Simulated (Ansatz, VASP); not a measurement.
One calculation of Cu, two programs

POSCAR

```
Cu
1.0
    2.5576660483      0.0000000000      0.0000000000
   -1.2788330242      2.2150037722      0.0000000000
    0.0000000000      0.0000000000      8.3496381743
Cu
4
Direct
    0.0000000000      0.0000000000      0.0000000000
    0.3333333300      0.6666666700      0.2500000000
    0.0000000000      0.0000000000      0.5000000000
    0.6666666700      0.3333333300      0.7500000000
```

Contents of INCAR.step1:

```
SYSTEM = Cu
PREC     = Accurate       ! precision mode
ENCUT    = 520            ! plane-wave cutoff, eV
ISMEAR   = 0              ! smearing method
SIGMA    = 0.1            ! smearing width, eV
LREAL    = .FALSE.        ! projectors in reciprocal space
LASPH    = .TRUE.         ! aspherical terms in the spheres
NELM     = 100            ! most SCF steps
NBANDS   = 30             ! bands
GGA      = PE             ! functional
ALGO     = Normal         ! electronic algorithm
EDIFF    = 1E-4           ! SCF threshold, eV
LWAVE    = .TRUE.         ! write WAVECAR
LCHARG   = .FALSE.        ! write CHGCAR
```

INCAR.step2

```
SYSTEM = Cu
PREC     = Accurate       ! precision mode
ENCUT    = 520            ! plane-wave cutoff, eV
EDIFF    = 1E-6           ! SCF threshold, eV
ISMEAR   = 0              ! smearing method
SIGMA    = 0.1            ! smearing width, eV
LREAL    = .FALSE.        ! projectors in reciprocal space
LASPH    = .TRUE.         ! aspherical terms in the spheres
NELM     = 100            ! most SCF steps
ALGO     = Normal         ! electronic algorithm
ISIF     = 2              ! what is computed and relaxed
LWAVE    = .FALSE.        ! write WAVECAR
LCHARG   = .FALSE.        ! write CHGCAR
METAGGA  = R2SCAN         ! meta-GGA
LMIXTAU  = .TRUE.       
NBANDS   = 30             ! bands
ISTART   = 1
```

KPOINTS

```
regular mesh
0
G
  18 18 6
  0 0 0
```

Input for Ansatz:

```yaml
crystal:
  lattice:
    - [2.5576660483, 0.0, 0.0]
    - [-1.2788330242, 2.2150037722, 0.0]
    - [0.0, 0.0, 8.3496381743]
  atoms:
    - { symbol: Cu, position: [0.0, 0.0, 0.0] }
    - { symbol: Cu, position: [0.33333333, 0.66666667, 0.25] }
    - { symbol: Cu, position: [0.0, 0.0, 0.5] }
    - { symbol: Cu, position: [0.66666667, 0.33333333, 0.75] }
basis:
  ecutwfc: 500
kpoints:
  mp_grid: { grid: [18, 18, 6] }
hamiltonian:
  xc: r2scan
scf:
  occupations: { method: gaussian, width: 0.1 }
output:
  forces: true
  stress: true
  eigenvalues: true
```

Alike in both runs: task single point; functional r2SCAN; k mesh 18 × 18 × 6; occupations gaussian, width 0.1 eV; no spin polarisation.

|  | VASP | Ansatz |
| --- | --- | --- |
| version | VASP 6.6.1 | Ansatz 0.2.0 |
| potentials or method | VASP PAW PBE potentials, release 64 (Cu) | scalar-relativistic, plane waves, PAW |
| plane-wave cutoff (eV) | 520 | 500 |
| valence electrons in the cell | 44 | 76 |

|  | VASP | Ansatz | Ansatz less VASP |
| --- | --- | --- | --- |
| gap on the k mesh at the Fermi level (eV) | none | none | - |
| pressure (GPa) | -4.2 | -4.9 | -0.63 |
| largest component of the traceless stress (GPa) | 0.17 | 0.08 | -0.094 |

A gap of «none» marks a metal or a gap that the smearing closes. The two sets of potentials don't hold the same shells in valence.

Caveats: the PAW data sets were made with another functional, which shifts forces and pressure a little (VASP).
